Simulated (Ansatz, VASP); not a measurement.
NaI in VASP and in Ansatz

The input INCAR:

```
PREC = Accurate
ENCUT = 520
EDIFF = 1E-7
ISMEAR = -1
SIGMA = 0.05
LREAL = F
LASPH = T
NELM = 100
ALGO = Normal
ISIF = 2
LWAVE = F
LCHARG = F
GGA = CA
NBANDS = 14
```

KPOINTS

```
regular mesh
0
Gamma
  7 7 7
```

The input POSCAR:

```
NaI
1.0
    0.0000000000      3.1703324822      3.1703324822
    3.1703324822      0.0000000000      3.1703324822
    3.1703324822      3.1703324822      0.0000000000
I Na
1 1
Direct
    0.5000000000      0.5000000000      0.5000000000
    0.0000000000      0.0000000000      0.0000000000
```

input.yaml

```yaml
crystal:
  lattice:
    - [0.0, 3.1703324822, 3.1703324822]
    - [3.1703324822, 0.0, 3.1703324822]
    - [3.1703324822, 3.1703324822, 0.0]
  atoms:
    - { symbol: I, position: [0.5, 0.5, 0.5] }
    - { symbol: Na, position: [0.0, 0.0, 0.0] }
hamiltonian:
  xc: lda
  pseudopotentials: { kind: paw }
kpoints:
  mp_grid: { grid: [7, 7, 7] }
scf:
  occupations: { method: fermi_dirac, width: 0.05 }
output:
  forces: true
  stress: true
  eigenvalues: true
```

Alike in both runs: task single point; functional LDA; k mesh 7 × 7 × 7; occupations fermi-dirac, width 0.05 eV; no spin polarisation.

```csv
,VASP,Ansatz
version,VASP 6.6.1,Ansatz 0.2.0
potentials or method,"VASP PAW LDA potentials, release 64 (I, Na_pv)",Ansatz PAW
plane-wave cutoff (eV),520,420
valence electrons in the cell,14,26
```

|  | VASP | Ansatz | Ansatz less VASP |
| --- | --- | --- | --- |
| gap on the k mesh at the Fermi level (eV) | 3.52 | 3.50 | -0.014 |
| least direct gap on the mesh (eV) | 3.52 | 3.50 | -0.014 |
| pressure (GPa) | -0.7 | -0.7 | -0.02 |

The two sets of potentials don't hold the same shells in valence.

Caveats: spin-orbit coupling is left out, which moves the levels of the heavy elements; odd divisions of the mesh miss points on the zone boundary, where band edges often lie, so the gap on the mesh can be too wide (Ansatz); the PAW data sets come from PBE, with cores solved anew for the run's functional, which leaves a small shift of forces and pressure (Ansatz). A hybrid or GW would open this gap; LDA tends to underestimate it.
